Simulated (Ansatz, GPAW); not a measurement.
Given: the input of a run of GPAW 26.7.0 (ASE script) on BP. 

Contents of run.py:

```python
from ase.dft.bandgap import bandgap
from ase.io import read, write
from ase.units import GPa
from gpaw import GPAW, PW

atoms = read('BP.xyz')

calc = GPAW(mode=PW(800),
            xc='PBE',
            kpts={'size': (10, 10, 10), 'gamma': True},
            occupations={'name': 'methfessel-paxton', 'order': 0, 'width': 0.022},
            nbands=11,
            convergence={'density': 1e-05, 'energy': 1e-05},
            maxiter=150,
            txt='gpaw.txt')
atoms.calc = calc
energy = atoms.get_potential_energy()
forces = atoms.get_forces()
stress = atoms.get_stress()
calc.write('gs.gpw')
write('result.traj', atoms)
print(f'Energy: {energy:.6f} eV')
print('Forces (eV/A):')
print(forces.round(4))
print('Stress (GPa):', (stress / GPa).round(3))
print('Fermi level:', round(calc.get_fermi_level(), 4), 'eV')
print(f'Gap: {bandgap(calc)[0]:.4f} eV, direct: {bandgap(calc, direct=True)[0]:.4f} eV')
```

The input BP.xyz:

```xyz
2
Lattice="0.0000000000 2.2690000000 2.2690000000 2.2690000000 0.0000000000 2.2690000000 2.2690000000 2.2690000000 0.0000000000" Properties=species:S:1:pos:R:3 pbc="T T T"
P      3.4035000000      3.4035000000      3.4035000000
B      0.0000000000      0.0000000000      0.0000000000
```

Potentials or basis: GPAW PAW data sets (gpaw-data 1.2.1), pw.

Command:

```sh
$ OMP_NUM_THREADS=1 python run.py
```

**Question.** What does the same run look like in Ansatz 0.2.0? Potentials or basis there: Ansatz PAW, cutoff 420 eV.

**Answer.** As run (cutoffs and basis follow the program's own potentials, and thresholds, step limits or extra output files can differ):

Contents of input.yaml:

```yaml
crystal:
  lattice:
    - [0.0, 2.269, 2.269]
    - [2.269, 0.0, 2.269]
    - [2.269, 2.269, 0.0]
  atoms:
    - { symbol: P, position: [0.75, 0.75, 0.75] }
    - { symbol: B, position: [0.0, 0.0, 0.0] }
hamiltonian:
  xc: pbe
  pseudopotentials: { kind: paw }
kpoints:
  mp_grid: { grid: [10, 10, 10] }
scf:
  occupations: { method: gaussian, width: 0.022 }
output:
  forces: true
  stress: true
  eigenvalues: true
```

Potentials or basis: Ansatz PAW.

Command:

```console
$ ansatz run input.yaml --threads 2 --pin off --max-ram 5632MiB --backend cpu --events-out ev --progress --plain --runs-dir out
```

Both were run:

|  | GPAW | Ansatz |
| --- | --- | --- |
| Pressure | 1.4 GPa | 1.1 GPa |

Ansatz's pressure holds a Pulay term of +0.13 GPa for its cutoff of 420 eV, which the other run lacks.

Where Ansatz's input types no cutoff or centring, it takes its own default and a Γ-centred mesh.

Pressure is positive in compression.
